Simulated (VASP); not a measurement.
# Pb (P6_3/mmc) in VASP: notebook, part 2 of 2

VASP 6.6.1. The steps go on from the part before.

## (5) Single point, PBEsol

INCAR reads:

```
PREC = Accurate
ENCUT = 900
EDIFF = 1E-6
ISMEAR = -1
SIGMA = 0.1
LREAL = False
LASPH = True
NELM = 100
ALGO = Normal
ISIF = 2
LWAVE = False
LCHARG = False
GGA = PS
ADDGRID = False
```

KPOINTS reads:

```
regular mesh
0
Gamma
  19 19 10
```

POSCAR reads:

```
Pb
1.0
    3.4800000000      0.0000000000      0.0000000000
   -1.7400000000      3.0137684052      0.0000000000
    0.0000000000      0.0000000000      5.5900000000
Pb
2
Direct
    0.6666666667      0.3333333333      0.7500000000
    0.3333333333      0.6666666667      0.2500000000
```

Potentials or basis: VASP PAW PBE potentials, release 64 (Pb_d).

On the command line:

```bash
$ cat potpaw_PBE.64/Pb_d/POTCAR > POTCAR
$ mpirun -np 1 vasp_std > vasp.out
```

OUTCAR:

```text
PREC = Accurate
   ENCUT = 900
   EDIFF = 1E-6
   ISMEAR = -1
   LREAL = False
   LASPH = True
   NELM = 100
   ISIF = 2
   GGA = PS

 Found    240 irreducible k-points:

 Following reciprocal coordinates:
            Coordinates               Weight
  0.000000  0.000000  0.000000      1.000000
  0.052632  0.000000  0.000000      6.000000
  0.105263  0.000000  0.000000      6.000000
  0.157895  0.000000  0.000000      6.000000
  0.210526 -0.000000  0.000000      6.000000
  0.263158  0.000000  0.000000      6.000000
   k-points           NKPTS =    240   k-points in BZ     NKDIM =    240   number of bands    NBANDS=     18
   number of dos      NEDOS =    301   number of ions     NIONS =      2
   total plane-waves  NPLWV =  72576
   dimension x,y,z NGX =    36 NGY =   36 NGZ =   56
   dimension x,y,z NGXF=    72 NGYF=   72 NGZF=  112
   ions per type =               2
   NGX,Y,Z   is equivalent  to a cutoff of  17.20, 17.20, 16.65 a.u.
   NGXF,Y,Z  is equivalent  to a cutoff of  34.40, 34.40, 33.31 a.u.
 SYSTEM =  unknown system
   PREC   = accura    normal or accurate (medium, high low for compatibility)
   ISTART =      0    job   : 0-new  1-cont  2-samecut
   ICHARG =      2    charge: 1-file 2-atom 10-const
   ISPIN  =      1    spin polarized calculation?
   LNONCOLLINEAR =      F non collinear calculations
   LSORBIT =      F    spin-orbit coupling
   LASPH  =      T    aspherical Exc in radial PAW
   ENCUT  =  900.0 eV  66.15 Ry    8.13 a.u.   8.51  8.51 13.67*2*pi/ulx,y,z
   NELM   =    100;   NELMIN=  2; NELMDL= -5     # of ELM steps
   EDIFF  = 0.1E-05   stopping-criterion for ELM
   LREAL  =      F    real-space projection
   EDIFFG = 0.1E-04   stopping-criterion for IOM
   NSW    =      0    number of steps for IOM
   IBRION =     -1    ionic relax: 0-MD 1-quasi-New 2-CG
   NFREE  =      0    steps in history (QN), initial steepest desc. (CG)
   ISIF   =      2    stress and relaxation
   ISYM   =      2    0-nonsym 1-usesym 2-fastsym
   POTIM  = 0.5000    time-step for ionic-motion
   TEBEG  =    0.0;   TEEND  =   0.0 temperature during run
   PSTRESS=    0.0 pullay stress
   NELECT =      28.0000    total number of electrons
   NUPDOWN=      -1.0000    fix difference up-down
   EMIN   =  10.00;   EMAX   =-10.00  energy-range for DOS
   EFERMI =   0.00;   METHOD = LEGACY
   ISMEAR =    -1;   SIGMA  =   0.10  broadening in eV -4-tet -1-fermi 0-gaus
   EFERMI_NEDOS =   21; number of points for ismear=-14 and -15
   IALGO  =     38    algorithm
   IMIX   =      4    mixing-type and parameters
     AMIX     =   0.40;   BMIX     =  1.00
     AMIX_MAG =   1.60;   BMIX_MAG =  1.00
  volume/ion in A,a.u.               =      29.31       197.82
  Fermi-wavevector in a.u.,A,eV,Ry     =   1.279658  2.418203 22.279870  1.637524
  Thomas-Fermi vector in A             =   2.412131
   LORBIT       =      0    0 simple, 1 ext, 2 COOP (PROOUT), +10 PAW based schemes
   GGA     = PS    functional components
   LHFCALC =     F    Hartree Fock is set to
   AEXX    =    0.0000 exact exchange contribution
   IVDW    =     0    specifies the selected vdW correction
   LEPSILON=     F    determine dielectric tensor
   LRPA    =     F    only Hartree local field effects (RPA)
 non-spin polarized calculation
  energy-cutoff  :      900.00
  volume of cell :       58.63
 maximum number of plane-waves:      3634
 NGX is ok and might be reduce to    36
   NGX = 17   NGY = 17   NGZ = 27

 number of electron      28.0000001 magnetization

 Free energy of the ion-electron system (eV)
  ---------------------------------------------------
  ext. energy  EPLUGINS =         0.00000000
  ---------------------------------------------------
  free energy    TOTEN  =        -7.98179230 eV

  energy without entropy =       -7.94555291  energy(sigma->0) =       -7.96367260

 E-fermi :   7.4258     XC(G=0): -10.5062

 val. band max:        7.4131498397   @ k =   0.3158   0.1053   0.0000
 cond. band min:       7.4416494037   @ k =   0.3158   0.0526   0.2000
 fundamental gap:      0.0284995640
 Fermi energy:         7.4257832470

 k-point     1 :       0.0000    0.0000    0.0000
  band No.  band energies     occupation
      1      -9.5716      2.00000
      2      -9.5213      2.00000
      3      -9.5098      2.00000
      4      -9.5098      2.00000
      5      -9.4846      2.00000
      6      -9.4846      2.00000
[... 10 lines left out ...]
     17      14.9471      0.00000
     18      15.6188      0.00000

 k-point     2 :       0.0526    0.0000    0.0000
  band No.  band energies     occupation
      1      -9.5689      2.00000
      2      -9.5289      2.00000
      3      -9.5027      2.00000
      4      -9.4996      2.00000
      5      -9.4832      2.00000
      6      -9.4778      2.00000
[... 10 lines left out ...]
     17      15.0587      0.00000
     18      15.5654      0.00000

 k-point     3 :       0.1053    0.0000    0.0000
  band No.  band energies     occupation
      1      -9.5689      2.00000
      2      -9.5329      2.00000
      3      -9.4869      2.00000
      4      -9.4823      2.00000
      5      -9.4728      2.00000
      6      -9.4581      2.00000
[... 10 lines left out ...]
     17      15.1744      0.00000
     18      15.3378      0.00000

 k-point     4 :       0.1579    0.0000    0.0000
  band No.  band energies     occupation
      1      -9.5842      2.00000
      2      -9.5218      2.00000
      3      -9.4837      2.00000
      4      -9.4702      2.00000
      5      -9.4639      2.00000
      6      -9.4507      2.00000
[... 10 lines left out ...]
     17      14.7919      0.00000
     18      15.0638      0.00000

 k-point     5 :       0.2105   -0.0000    0.0000
  band No.  band energies     occupation
      1      -9.6070      2.00000
      2      -9.5126      2.00000
      3      -9.4917      2.00000
      4      -9.4781      2.00000
      5      -9.4738      2.00000
      6      -9.4113      2.00000
[... 10 lines left out ...]
     17      13.9325      0.00000
     18      14.7649      0.00000

 k-point     6 :       0.2632    0.0000    0.0000
  band No.  band energies     occupation
      1      -9.6315      2.00000
      2      -9.5167      2.00000
      3      -9.5154      2.00000
      4      -9.4929      2.00000
      5      -9.4522      2.00000
      6      -9.3682      2.00000
[... 10 lines left out ...]
     17      12.9175      0.00000
     18      14.3459      0.00000

 [... further k-points ...]

------------------------ aborting loop because EDIFF is reached ----------------------------------------

  FORCE on cell =-STRESS in cart. coord.  units (eV):
  Direction    XX          YY          ZZ          XY          YZ          ZX
  --------------------------------------------------------------------------------------
  -------------------------------------------------------------------------------------
  Total        0.1559337      0.1559337      0.8841727      0.0000000      0.0000000      0.0000000
  in kB        4.2613751      4.2613751     24.1627721      0.0000000      0.0000000      0.0000000
  external PRESSURE =      10.8951741 kB  Pullay stress =       0.0000000 kB

 VOLUME and BASIS-vectors are now :
 -----------------------------------------------------------------------------
  energy-cutoff  :      900.00
  volume of cell :       58.63
      direct lattice vectors                 reciprocal lattice vectors
     3.480000000  0.000000000  0.000000000     0.287356322  0.165905250  0.000000000
    -1.740000000  3.013768405  0.000000000     0.000000000  0.331810500  0.000000000
     0.000000000  0.000000000  5.590000000     0.000000000  0.000000000  0.178890877

 POSITION                                       TOTAL-FORCE (eV/Angst)
 -----------------------------------------------------------------------------------
      1.74000      1.00459      4.19250         0.000000      0.000000      0.000000
     -0.00000      2.00918      1.39750         0.000000     -0.000000      0.000000
 -----------------------------------------------------------------------------------
    total drift:                               -0.000000      0.000000      0.000000

  FREE ENERGIE OF THE ION-ELECTRON SYSTEM (eV)
  ---------------------------------------------------
  free  energy   TOTEN  =        -7.9817922952 eV

  energy  without entropy=       -7.9455529133  energy(sigma->0) =       -7.96367260
```

OSZICAR:

```text
N       E                     dE             d eps       ncg     rms          rms(c)
DAV:   1     0.323242114092E+03    0.32324E+03   -0.19757E+04  8640   0.278E+03
DAV:   2     0.142189235157E+02   -0.30902E+03   -0.30501E+03  8644   0.515E+02
DAV:   3    -0.733142494495E+01   -0.21550E+02   -0.21184E+02 10574   0.165E+02
DAV:   4    -0.799462931472E+01   -0.66320E+00   -0.66034E+00 10352   0.311E+01
DAV:   5    -0.801943449684E+01   -0.24805E-01   -0.24802E-01 10576   0.553E+00    0.870E-01
DAV:   6    -0.798993767579E+01    0.29497E-01   -0.57959E-02 11268   0.361E+00    0.405E-01
DAV:   7    -0.798230470112E+01    0.76330E-02   -0.21272E-02 11258   0.213E+00    0.128E-01
DAV:   8    -0.798179606708E+01    0.50863E-03   -0.10822E-03 11282   0.534E-01    0.136E-02
DAV:   9    -0.798179207841E+01    0.39887E-05   -0.35688E-05 11314   0.103E-01    0.629E-03
DAV:  10    -0.798179229520E+01   -0.21679E-06   -0.15667E-06  7016   0.152E-02
   1 F= -.79817923E+01 E0= -.79636726E+01  d E =-.362394E-01
```

It took 2.3 min on 1 thread of Intel Xeon 6975P-C (Granite Rapids), shared host; peak memory 0.61 GiB.

The run converged, but some of its settings lie outside the range that counts as converged, so its numbers aren't taken as properties of the crystal.

What came out:

| Quantity | Value |
| --- | --- |
| Free energy | -7.9818 eV |
| Pressure | 1.1 GPa |
| Band gap on the k mesh | none (metal or under the smearing width) |

Caveat: the PAW data sets were made with another functional, which shifts forces and pressure a little.

## (6) Single point, RPBE

INCAR reads:

```
  PREC = Accurate
  ENCUT = 520
  EDIFF = 1E-6
  ISMEAR = 0
  SIGMA = 0.1
  LREAL = F
  LASPH = T
  NELM = 80
  ALGO = Normal
  ISIF = 2
  LWAVE = F
  LCHARG = F
  GGA = RP
  NBANDS = 21
```

KPOINTS reads:

```
regular mesh
0
Gamma
  9 9 5
```

POSCAR reads:

```
Pb
3.48
    1.000000000000      0.000000000000      0.000000000000
   -0.500000000000      0.866025403793      0.000000000000
    0.000000000000      0.000000000000      1.606321839080
Pb
2
Direct
    0.6666666667      0.3333333333      0.7500000000
    0.3333333333      0.6666666667      0.2500000000
```

Potentials or basis: VASP PAW PBE potentials, release 54 (Pb_d).

On the command line:

```bash
$ cat potpaw_PBE.54/Pb_d/POTCAR > POTCAR
$ mpirun -np 1 vasp_std > vasp.out
```

It took 19 s on 1 thread of Intel Xeon Platinum 8488C (Sapphire Rapids), shared host; peak memory 0.18 GiB.

Results (log left out):

```yaml
Free_energy: -6.1809 eV
Pressure: 5.7 GPa
Band_gap_on_the_k_mesh: none (metal or under the smearing width)
```

Stress tensor (GPa, compression positive):
```
4.38 0.00 0.00
0.00 4.38 0.00
0.00 0.00 8.39
```

Levels at points of the mesh, in eV from the Fermi level:
| k point | band 12 | band 13 | band 14 | band 15 | band 16 | band 17 |
| --- | --- | --- | --- | --- | --- | --- |
| (0.00, 0.00, 0.00) | -7.97 | -4.30 | 5.62 | 5.62 | 7.52 | 7.52 |

Caveat: the PAW data sets were made with another functional, which shifts forces and pressure a little. Spin-orbit coupling is left out, which matters for the levels of Pb.

## (7) For comparison

An earlier run on the cell as given: functional PBEsol; potentials or basis VASP PAW PBE potentials, release 64 (Pb_d); cutoff 520 eV; k mesh 9 × 9 × 5; occupations fermi-dirac, width 0.05 eV; no spin polarisation.

* Pressure: 1.0 GPa
* Band gap on the k mesh: none (metal or under the smearing width)
